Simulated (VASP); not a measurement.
# What goes wrong when Titanium is relaxed with a bad input, part 2 of 2

Some relaxations of Titanium get a fault in the input on purpose. Which of them show, and how? The starting structure is a measured crystal structure from the Crystallography Open Database.

VASP 6.6.1.

Results so far: reference 16.42 Å³ an atom; a k mesh far too coarse 9.98 Å³ an atom.

## 5. Relaxation with too few ionic steps (continued)

Level of this step: PBEsol; plane waves and PAW (Ti_sv) (VASP).

Parts of OUTCAR (step 5):

```text
  Total        0.6290335      0.6290335      0.6290335      0.0000000      0.0000000      0.0000000
  in kB       64.4094660     64.4094660     64.4094660      0.0000000      0.0000000      0.0000000
  external PRESSURE =      64.4094660 kB  Pullay stress =       0.0000000 kB

 POSITION                                       TOTAL-FORCE (eV/Angst)
 -----------------------------------------------------------------------------------
      0.00000      0.00000      0.00000         0.000000     -0.000000      0.000000
 -----------------------------------------------------------------------------------
    total drift:                                0.000000     -0.000000      0.000000

  FREE ENERGIE OF THE ION-ELECTRON SYSTEM (eV)
  ---------------------------------------------------
  free  energy   TOTEN  =        -8.2228869069 eV

  energy  without entropy=       -8.2210689301  energy(sigma->0) =       -8.22228091

[... 1 part as in an earlier step ...]

[... 2 further parts left out ...]
[key lines of the parts left out:]
E-fermi :   9.0705
```

The relaxation used up its 2 ionic steps (NSW) before forces and stress met EDIFFG.

## 6. Relaxation with a smearing far too wide

A slip made on purpose: a smearing far too wide. Against step 2 the input has ISMEAR = 0 and SIGMA = 2 (also changed: NELM).

INCAR reads:

```
SYSTEM = Ti
PREC = Accurate
ENCUT = 450
EDIFF = 1E-06
NELM = 60
ISMEAR = 0
SIGMA = 2
LREAL = .FALSE.
ALGO = Normal
GGA = PS
NBANDS = 12
LORBIT = 11
LWAVE = .FALSE.
LCHARG = .FALSE.
KPAR = 2
IBRION = 2
NSW = 50
ISIF = 3
EDIFFG = -0.01
```

POSCAR reads:

```
Ti
1.0
   -1.6410000000      1.6410000000      1.6410000000
    1.6410000000     -1.6410000000      1.6410000000
    1.6410000000      1.6410000000     -1.6410000000
Ti
1
Direct
    0.0000000000      0.0000000000      0.0000000000
```

KPOINTS reads:

```
Automatic mesh
0
Gamma
12 12 12
0 0 0
```

PAW data sets: Ti_sv (PBE family, release 64).

Command:

```console
mpirun -np 2 vasp_std
```

Output:

```text
[... set-up lines as in an earlier step ...]
 entering main loop
       N       E                     dE             d eps       ncg     rms          rms(c)
DAV:   1     0.794491010975E+02    0.79449E+02   -0.60377E+03  1744   0.109E+03
DAV:   2    -0.689377699573E+01   -0.86343E+02   -0.83738E+02  1768   0.280E+02
DAV:   3    -0.107186695399E+02   -0.38249E+01   -0.37863E+01  2336   0.615E+01
DAV:   4    -0.107987688604E+02   -0.80099E-01   -0.80000E-01  1988   0.786E+00
[...]
DAV:  10    -0.987589518387E+01   -0.28390E-04   -0.16833E-04  1852   0.143E-01    0.101E-02
DAV:  11    -0.987587909739E+01    0.16086E-04   -0.15950E-05  2048   0.611E-02    0.654E-03
DAV:  12    -0.987587891155E+01    0.18584E-06   -0.11633E-06  1600   0.129E-02
   1 F= -.98758789E+01 E0= -.84574064E+01  d E =-.987588E+01
[...]
N       E                     dE             d eps       ncg     rms          rms(c)
DAV:   1    -0.109526832624E+02   -0.10768E+01   -0.18106E+01  2076   0.620E+01    0.891E+00
[...]
2 F= -.98876525E+01 E0= -.83907421E+01  d E =-.117736E-01
 trial-energy change:   -0.011774  1 .order   -0.012612   -0.035803    0.010579
 step:   0.7517(harm=  0.7719)  dis= 0.00000  next Energy=    -9.888979 (dE=-0.131E-01)
[...]
N       E                     dE             d eps       ncg     rms          rms(c)
DAV:   1    -0.995242170861E+01   -0.64769E-01   -0.10707E+00  2084   0.145E+01    0.211E+00
DAV:   2    -0.988792661963E+01    0.64495E-01   -0.18378E-01  1976   0.602E+00    0.435E-01
DAV:   3    -0.988670706474E+01    0.12196E-02   -0.13407E-02  2484   0.699E-01    0.124E-01
DAV:   4    -0.988779782987E+01   -0.10908E-02   -0.23666E-03  2136   0.211E-01    0.870E-02
DAV:   5    -0.988888182455E+01   -0.10840E-02   -0.20039E-03  2660   0.181E-01    0.760E-02
DAV:   6    -0.988897176379E+01   -0.89939E-04   -0.16382E-04  1768   0.135E-01    0.874E-03
DAV:   7    -0.988896819260E+01    0.35712E-05   -0.70584E-06  2016   0.276E-02    0.520E-03
DAV:   8    -0.988897063512E+01   -0.24425E-05   -0.23372E-06  1840   0.130E-02    0.308E-03
DAV:   9    -0.988897032141E+01    0.31371E-06   -0.35123E-07  1292   0.518E-03
   3 F= -.98889703E+01 E0= -.84117401E+01  d E =-.130914E-01
[...]
reached required accuracy - stopping structural energy minimisation
```

It took 6.2 s on 2 MPI ranks of Intel Xeon 6975P-C (Granite Rapids), shared host; peak memory 0.25 GiB.

From OUTCAR (step 6):

```text
  Total       -0.0004778     -0.0004778     -0.0004778     -0.0000000     -0.0000000      0.0000000
  in kB       -0.0410506     -0.0410506     -0.0410506     -0.0000000     -0.0000000      0.0000000
  external PRESSURE =      -0.0410506 kB  Pullay stress =       0.0000000 kB

 POSITION                                       TOTAL-FORCE (eV/Angst)
 -----------------------------------------------------------------------------------
      0.00000      0.00000      0.00000         0.000000     -0.000000      0.000000
 -----------------------------------------------------------------------------------
    total drift:                                0.000000     -0.000000     -0.000000

  FREE ENERGIE OF THE ION-ELECTRON SYSTEM (eV)
  ---------------------------------------------------
  free  energy   TOTEN  =        -9.8889703214 eV

  energy  without entropy=       -6.9345099431  energy(sigma->0) =       -8.41174013

[... 2 parts as in an earlier step ...]

[... 2 further parts left out ...]
[key lines of the parts left out:]
E-fermi :   7.4504
```

With a smearing far too wide the cell ends at 18.650 Å³ an atom, +13.59 % from the reference.

## 7. All runs side by side

```
                     run            ended  volume (Å³/atom)  change (%)  pressure left (GPa)  core minutes
               reference        converged            16.418           -                 0.03         0.373
too few electronic steps  stopped by VASP                 -           -                    -         0.113
 a k mesh far too coarse        converged             9.981      -39.21                 0.07        0.0533
     too few ionic steps    not converged                 -           -                    -         0.153
 a smearing far too wide        converged             18.65       13.59                  0.0         0.207
```

Core minutes are wall time times ranks, summed over the relaxations behind a row (those for a bulk modulus apart), on shared hosts.

## 8. Outcome

| Quantity | Value |
| --- | --- |
| volume of the reference | 16.42 Å³/atom |
| volume against the reference, a k mesh far too coarse | -39.21 % |
| volume against the reference, a smearing far too wide | +13.59 % |
| run with too few electronic steps | stopped by VASP |
| run with too few ionic steps | not converged |

In words: VASP stopped by itself in the run with too few electronic steps. The run with too few ionic steps didn't converge. Finished, but with signs in the output that stand out against the reference: a k mesh far too coarse, with the volume changed by -39.2 % (signs: -32.9 GPa at the first ionic step (of the first relaxations, not shown; reference: -7.5 GPa) and a large entropy term in the energy); a smearing far too wide, with the volume changed by +13.6 % (signs: 4.5 GPa at the first ionic step (of the first relaxations, not shown; reference: -7.5 GPa) and a large entropy term in the energy). The reference was restarted once and the runs with a slip weren't, so their cells may not have settled fully. Further runs on this material are not shown.

[Lines on the potential files, build, host, timing and source positions are cut from VASP's logs without a mark.]

[Logs are printed without paths, hosts, clocks, repeated set-up lines and the standing remarks that a program may print on its own settings, such as how far it seeks lower states.]

[Hosts, paths, dates, database ids (printed as entryN), source tags and the programs' standing remarks are cut or masked in the printed files.]
